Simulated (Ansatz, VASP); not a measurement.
# InGa2As2P in two plane-wave programs

One calculation is typed for both programs; each brings its own data sets. How far apart do they land? The cell is taken from a series of runs on this material, whose earlier steps may have relaxed, scaled, displaced or heated it; both programs get it as it stands.

Program: Ansatz 0.2.0. Level of theory: plane waves, with VASP 6.6.1 beside it; single point at HSE06. Results are calculated unless marked as measured.

## 1. The structure

The cell holds 12 atoms: 2 In, 2 P, 4 Ga and 4 As. Its edges and angles: a = 4.054 Å, b = 4.047 Å, c = 17.222 Å, α = 90.0°, β = 90.0°, γ = 90.0°. It derives from InP. The structure's axis is c.

## 2. Ansatz: single point, HSE06

Ansatz runs on its PAW soft_1 files.

A single point gives forces, pressure and levels at one fixed geometry, so differences don't come from the geometry; what else differs is listed under the comparison.

File input.yaml:

```yaml
crystal:
  lattice:
    - [4.0538311989, 0.0, 0.0]
    - [0.0, 4.0469425135, 0.0]
    - [0.0, 0.0, 17.2224778449]
  atoms:
    - { symbol: In, position: [0.0, 0.0, 0.0484325628] }
    - { symbol: P, position: [0.5, 0.0, 0.1359450208] }
    - { symbol: In, position: [0.5, 0.5, 0.2238114049] }
    - { symbol: P, position: [0.0, 0.5, 0.3121398868] }
    - { symbol: Ga, position: [0.0, 0.0, 0.3867918789] }
    - { symbol: As, position: [0.5, 0.0, 0.4678000938] }
    - { symbol: Ga, position: [0.5, 0.5, 0.5489188677] }
    - { symbol: As, position: [0.0, 0.5, 0.6299707883] }
    - { symbol: Ga, position: [0.0, 0.0, 0.7112555819] }
    - { symbol: As, position: [0.5, 0.0, 0.7923020257] }
    - { symbol: Ga, position: [0.5, 0.5, 0.8737366578] }
    - { symbol: As, position: [0.0, 0.5, 0.9539022846] }
kpoints:
  mp_grid: { grid: [4, 4, 2] }
  band_path:
    path:
      - [0.0, 0.0, 0.0]
      - [0.5, 0.0, 0.0]
      - [0.5, 0.5, 0.0]
      - [0.0, 0.5, 0.0]
      - [0.0, 0.0, 0.5]
      - [0.5, 0.0, 0.5]
      - [0.5, 0.5, 0.5]
      - [0.0, 0.5, 0.5]
    npoints: 1
hamiltonian:
  xc: hse06
  pseudopotentials: { kind: paw, azcp: { folder: soft_1 } }
scf:
  occupations: { method: fixed }
  n_extra_bands: 8
output:
  eigenvalues: true
  write_density: true
  write_potential: true
  elf: true
  volumetric_format: npy
```

Run with:

```bash
ansatz run input.yaml --threads 3 --pin off --max-ram 92160MiB --backend cuda --events-out ev --progress --plain --runs-dir out --devices 1 --max-vram 13GiB
```

Numbers of over 12 decimals in the logs are rounded to 6 here.

The log of the run:

```text
scf.n_extra_bands = 8 over 74 filled bands (N_el = 148.0): the run solves 82 bands
GPUs: using 1 of 1 available (devices: 1).
Engine: ansatz 0.2.0, x86_64-unknown-linux-gnu
Pseudopotentials: kind: paw
Pseudopotential: In, paw, valence charge 13, recommended cutoff 420 eV (normal), soft_1/In.paw.azcp
Pseudopotential: P, paw, valence charge 5, recommended cutoff 420 eV (normal), soft_1/P.paw.azcp
Pseudopotential: Ga, paw, valence charge 13, recommended cutoff 420 eV (normal), soft_1/Ga.paw.azcp
Pseudopotential: As, paw, valence charge 15, recommended cutoff 420 eV (normal), soft_1/As.paw.azcp
Functional definition: HSE06
  parameter a = 0.25
  parameter omega = 0.11/bohr
  exchange = pbe_x - a*pbe_x_sr(omega) + a*exact_x_sr(omega)
  correlation = pbe_c
davidson cushion auto → on  (no smearing: the cushion is to keep the highest requested band from converging to the state above it; pin scf.eigensolver.cushion to override)
device memory: the entry about to start is reckoned to put 4.6 GiB on a device that reports 54.1 GiB free (of which the cap on the GPU budget leaves the run 13.0 GiB)
GPU FFT provider: cuFFT
GPU libraries: cuBLAS 13.8.2, cuFFT 12.4.0, cuSOLVER 12.3.4
Crystal: 12 atoms, lattice volume = 282.545 Å³
Basis set: ecut = 420 eV, 5545 PW (Γ)
Bands: 82, of which v1, the nominal top of the filled ones, is band 74 counted from 1 (73 counted from 0)
Symmetry: 4 space group operations
Space group: Pmm2 (ITA 25), of the structure as read, at distance tolerance 6.6e-5 Å
k-points: 18 of 32
Non-local potential: In, projectors of the file, l = 0: 2, l = 1: 2, l = 2: 2, l = 3: 1
Non-local potential: P, projectors of the file, l = 0: 2, l = 1: 2, l = 2: 1
Non-local potential: Ga, projectors of the file, l = 0: 2, l = 1: 2, l = 2: 3, l = 3: 1
Non-local potential: As, projectors of the file, l = 0: 2, l = 1: 2, l = 2: 3, l = 3: 1
PAW form: soft (Blöchl's): semilocal exchange-correlation on the pseudo side does not see the compensation charge
PAW frozen core: In, regenerated for the run's functional, and the local potential with it (the file was generated under x = pbe(κ = 0.804, μ = 0.219515), c = pbe(β = 0.066725))
PAW frozen core: P, regenerated for the run's functional, and the local potential with it (the file was generated under x = pbe(κ = 0.804, μ = 0.219515), c = pbe(β = 0.066725))
PAW frozen core: Ga, regenerated for the run's functional, and the local potential with it (the file was generated under x = pbe(κ = 0.804, μ = 0.219515), c = pbe(β = 0.066725))
PAW frozen core: As, regenerated for the run's functional, and the local potential with it (the file was generated under x = pbe(κ = 0.804, μ = 0.219515), c = pbe(β = 0.066725))
PAW one-centre angular grid: In, 590 points (default); XC on 64 Gauss nodes
PAW one-centre angular grid: P, 110 points (default); XC on 64 Gauss nodes
PAW one-centre angular grid: Ga, 590 points (default); XC on 64 Gauss nodes
PAW one-centre angular grid: As, 590 points (default); XC on 64 Gauss nodes
Initial density: superposition of atomic densities (chi_scale 0.1, normalization cell, long waves kept (reshape's long-wave potential 0.96 eV rms))
Initial wavefunctions: pseudopotential atomic-orbital guess
GPU buffer pool allocated for 108000 grid points (all kernels)
GPU transforms: local potential and band sums: pruned to the plane-wave sphere, on 27×27×120
Functional: x = pbe(κ = 0.804, μ = 0.219515), c = pbe(β = 0.066725), warm-up for x = pbe(κ = 0.804, μ = 0.219515) + 0.25 (exact − pbe) at short range (hse, ω = 0.207870 Å⁻¹), c = pbe(β = 0.066725); HSE06 as pw.x's `hse` composes it (authors' and Libxc's form: `xc: wpbeh`)
SCF iter   1: F=—  HF=-47268.274868 eV  |F-HF|=—  |Δ(HF+E_count)|=         —  Δρ=4.01e-2  dr2=1.20e1  ethr=1.00e-1  ⟨swp⟩=5.1  Hψ=4203  notcnv=0
preconditioner: auto → none  [insulator: Δε(μ)=0.062 eV  Ē_g=12.966 eV  n_scr=76 (ndim 8)  ℏωp=23.0 eV  f_vac=0.000]
SCF iter   2: F=—  HF=-47294.166294 eV  |F-HF|=—  |Δ(HF+E_count)|=    2.59e1  Δρ=8.81e-2  dr2=9.47e2  ethr=8.14e-3  ⟨swp⟩=6.7  Hψ=4414  notcnv=0
SCF iter   3: F=—  HF=-47269.414367 eV  |F-HF|=—  |Δ(HF+E_count)|=    2.48e1  Δρ=2.38e-2  dr2=4.44e1  ethr=8.14e-3  ⟨swp⟩=7.0  Hψ=4177  notcnv=0  defer=35
SCF iter   4: F=—  HF=-47268.498483 eV  |F-HF|=—  |Δ(HF+E_count)|=   9.16e-1  Δρ=1.69e-2  dr2=1.17e1  ethr=8.14e-3  ⟨swp⟩=3.6  Hψ=3363  notcnv=0  defer=2
SCF iter   5: F=—  HF=-47267.427233 eV  |F-HF|=—  |Δ(HF+E_count)|=    1.07e0  Δρ=1.10e-2  dr2=1.92e0  ethr=7.91e-3  ⟨swp⟩=2.6  Hψ=3273  notcnv=0
SCF iter   6: F=—  HF=-47267.259823 eV  |F-HF|=—  |Δ(HF+E_count)|=   1.67e-1  Δρ=5.36e-3  dr2=6.16e-1  ethr=1.30e-3  ⟨swp⟩=3.2  Hψ=3306  notcnv=0
SCF iter   7: F=—  HF=-47267.189249 eV  |F-HF|=—  |Δ(HF+E_count)|=   7.06e-2  Δρ=2.48e-3  dr2=9.18e-2  ethr=4.16e-4  ⟨swp⟩=3.5  Hψ=3351  notcnv=0  defer=1
[...]
Functional: x = pbe(κ = 0.804, μ = 0.219515) + 0.25 (exact − pbe) at short range (hse, ω = 0.207870 Å⁻¹), c = pbe(β = 0.066725); HSE06 as pw.x's `hse` composes it (authors' and Libxc's form: `xc: wpbeh`)
Exchange kernel: α = 0.2500, screened, ω = 0.2079 Å⁻¹, Wigner–Seitz truncation, v(0) = 1039.5472 eV·Å³, q-mesh 4×4×2, nearest image of the exchange supercell L = 16.19 Å, pair-density grid 20×20×75, without the augmentation charges, whose exchange is taken in its separable form by FFT convolution over the k-point mesh (sized by the pseudopotential files, 30×30×120 at the most), smooth part of the exact exchange by density-matrix convolution in up to 10.07 GiB of GPU memory as planned if the GPU has room (build and FFT work areas not counted)
Frozen-core exchange: fock
SCF iter   1: F=—  HF=-47283.320880 eV  |F-HF|=—  |Δ(HF+E_count)|=         —  Δρ=1.15e-2  dr2=1.51e-1  ethr=8.26e-8  ⟨swp⟩=11.2  Hψ=10139  notcnv=0
preconditioner: auto → none  [insulator: Δε(μ)=1.158 eV  Ē_g=15.443 eV  n_scr=76 (ndim 8)  ℏωp=23.0 eV  f_vac=0.056]
SCF iter   2: F=—  HF=-47283.243766 eV  |F-HF|=—  |Δ(HF+E_count)|=   7.71e-2  Δρ=2.68e-3  dr2=6.50e-2  ethr=8.26e-8  ⟨swp⟩=8.2  Hψ=7628  notcnv=0  defer=7
SCF iter   3: F=—  HF=-47283.236311 eV  |F-HF|=—  |Δ(HF+E_count)|=   7.45e-3  Δρ=1.42e-3  dr2=1.66e-2  ethr=8.26e-8  ⟨swp⟩=8.0  Hψ=7047  notcnv=0  defer=5
[...]
SCF iter   6: F=—  HF=-47283.289338 eV  |F-HF|=—  |Δ(HF+E_count)|=   1.50e-3  Δρ=1.33e-4  dr2=1.08e-3  ethr=8.26e-8  ⟨swp⟩=5.1  Hψ=4576  notcnv=0
SCF iter   7: F=—  HF=-47283.289212 eV  |F-HF|=—  |Δ(HF+E_count)|=   1.26e-4  Δρ=3.82e-5  dr2=2.50e-4  ethr=8.26e-8  ⟨swp⟩=4.4  Hψ=3643  notcnv=0
SCF iter   8: F=—  HF=-47283.290684 eV  |F-HF|=—  |Δ(HF+E_count)|=   1.47e-3  Δρ=1.93e-4  dr2=2.24e-4  ethr=2.78e-8  ⟨swp⟩=5.2  Hψ=5601  notcnv=0
SCF iter   9: F=-47283.290625 eV  HF=-47283.290637 eV  |F-HF|=1.14e-5  |Δ(HF+E_count)|=   4.70e-5  Δρ=2.87e-5  dr2=1.97e-5  ethr=2.78e-8  ⟨swp⟩=4.6  Hψ=4245  notcnv=0
SCF 2 stopped early in 9 iterations: F = -47283.290625 eV  dr2 = 1.97e-5
hybrid outer 1: dexx = +6.369e-2 eV, tail = 3.38e-4 eV
GPU FFT provider: cuFFT
GPU libraries: cuBLAS 13.8.2, cuFFT 12.4.0, cuSOLVER 12.3.4
GPU buffer pool allocated for 108000 grid points (all kernels)
GPU transforms: local potential and band sums: pruned to the plane-wave sphere, on 27×27×120
Exchange kernel: α = 0.2500, screened, ω = 0.2079 Å⁻¹, Wigner–Seitz truncation, v(0) = 1039.5472 eV·Å³, q-mesh 4×4×2, nearest image of the exchange supercell L = 16.19 Å, pair-density grid 20×20×75, without the augmentation charges, whose exchange is taken in its separable form by FFT convolution over the k-point mesh (sized by the pseudopotential files, 30×30×120 at the most), smooth part of the exact exchange by density-matrix convolution in up to 8.10 GiB of GPU memory as planned if the GPU has room (build and FFT work areas not counted)
Frozen-core exchange: fock
SCF iter   1: F=—  HF=-47283.290471 eV  |F-HF|=—  |Δ(HF+E_count)|=         —  Δρ=6.32e-5  dr2=1.88e-5  ethr=1.14e-6  ⟨swp⟩=3.6  Hψ=3521  notcnv=0
preconditioner: auto → none  [insulator: Δε(μ)=1.238 eV  Ē_g=15.320 eV  n_scr=76 (ndim 8)  ℏωp=23.0 eV  f_vac=0.057]
SCF iter   2: F=—  HF=-47283.290475 eV  |F-HF|=—  |Δ(HF+E_count)|=   4.06e-6  Δρ=3.09e-5  dr2=4.32e-6  ethr=8.95e-9  ⟨swp⟩=4.7  Hψ=5543  notcnv=0
SCF iter   3: F=—  HF=-47283.290484 eV  |F-HF|=—  |Δ(HF+E_count)|=   8.68e-6  Δρ=2.52e-5  dr2=3.60e-6  ethr=1.96e-9  ⟨swp⟩=5.7  Hψ=4172  notcnv=0  defer=4
SCF iter   4: F=—  HF=-47283.290483 eV  |F-HF|=—  |Δ(HF+E_count)|=   4.70e-7  Δρ=7.82e-6  dr2=2.07e-6  ethr=1.96e-9  ⟨swp⟩=3.8  Hψ=3708  notcnv=0
iter 5 solved again at ethr=2.92e-11 eV; its pass at ethr=1.28e-9 eV (dr2=4.31e-8 eV) is discarded
SCF iter   5: F=-47283.290483 eV  HF=-47283.290483 eV  |F-HF|=4.06e-8  |Δ(HF+E_count)|=   3.22e-7  Δρ=3.76e-6  dr2=9.12e-8  ethr=2.92e-11  ⟨swp⟩=4.2  Hψ=7753  notcnv=0
SCF 3 converged in 5 iterations: F = -47283.290483 eV  dr2 = 9.12e-8
hybrid outer 2: dexx = +9.463e-6 eV, tail = 4.53e-7 eV, Δε = 4.80e-3 eV (about 2.17e-4 eV left of the loop's levels)
the search or the solves at the SCF's close seem to have found levels that the self-consistency loop had missed (the run counts 2). By its estimate they hold under 1e-12 electrons; where the run keeps them, the occupations were computed again with them
device memory: the entry about to start is reckoned to put 1.6 GiB on a device that reports 67.2 GiB free (of which the cap on the GPU budget leaves the run 13.0 GiB)
NSCF: frozen V_eff on 8 k-points
hybrid SCF converged: 2 outer / 14 inner (+13 warm-up), last move |dexx| = 9.46e-6 eV, tail = 4.53e-7 eV
Stability not checked: this state was not tested for a lower state beside it, because the functional holds exact exchange (a hybrid, or Hartree-Fock), whose exchange loop this test does not read (fock_operator; see scf.lower_state_search)
Free energy (F): -47283.290482 eV
Frozen-core exchange: fock
Harris-Foulkes:  -47283.290482 eV  (|F-HF|=4.06e-8)
Internal energy: -47283.290482 eV  (E = F + TS)
E sigma→0 (E₀):  -47283.290482 eV
Fermi energy:    7.267688 eV
--- Per-component energies (eV) ---
  E_band       = -1753.883085
  E_kinetic    = 1408.379364
  E_local      = -21582.929005  (includes V_loc(G=0)·N_el)
  E_nonlocal   = -1231.252356
  E_hartree    = 11758.603778
  E_xc         = -777.830371
  E_vxc        = -658.236333  (∫ρ·V_xc dr)
  E_exx        = -518.393673  (= α·E_x^exact, valence–valence)
  E_paw        = -25248.466048  (= ΣΔE_a)
  E_vpaw       = -2170.267444  (= ΣTr[D̂ρ^β])
  E_aug_tail   = -0.000541  (compensation charges beyond the density's cutoff)
  E_ewald      = -11089.680838
  E_core_change = -1.720793  (= ΣΔE_core)
  E_smearing   = -0.000000  (= −TS)
  E_closure    = 0.000000  (closes the sum)
  Σ components = -47283.290482   (vs F -47283.290482, Δ=0.00e0)
--- Band table (eV; the first three rows and the last of 18) ---
  k-point 0: bands = [... 70 lower, 6.3191, 7.1356, 7.1552, 7.2677, 8.5071, 9.2223, 9.3869, 9.5687, ... 4 higher]
  k-point 1: bands = [... 70 lower, 6.6686, 6.7309, 6.9262, 7.1218, 9.1444, 9.2883, 9.4952, 9.5512, ... 4 higher]
  k-point 2: bands = [... 70 lower, 6.2641, 6.3377, 6.4508, 6.8609, 9.4339, 9.6489, 9.8618, 10.1239, ... 4 higher]
  k-point 17: bands = [... 70 lower, 4.2339, 4.2605, 4.2660, 4.2923, 9.6831, 9.7635, 9.8976, 9.9651, ... 4 higher]
```

[end of part 1 of 2]

[Lines on the potential files, build, host, timing and source positions are cut from VASP's logs without a mark.]

[Logs are printed without paths, hosts, clocks, repeated set-up lines and the standing remarks that a program may print on its own settings, such as how far it seeks lower states.]

[Hosts, paths, dates, database ids (printed as entryN), source tags and the programs' standing remarks are cut or masked in the printed files.]
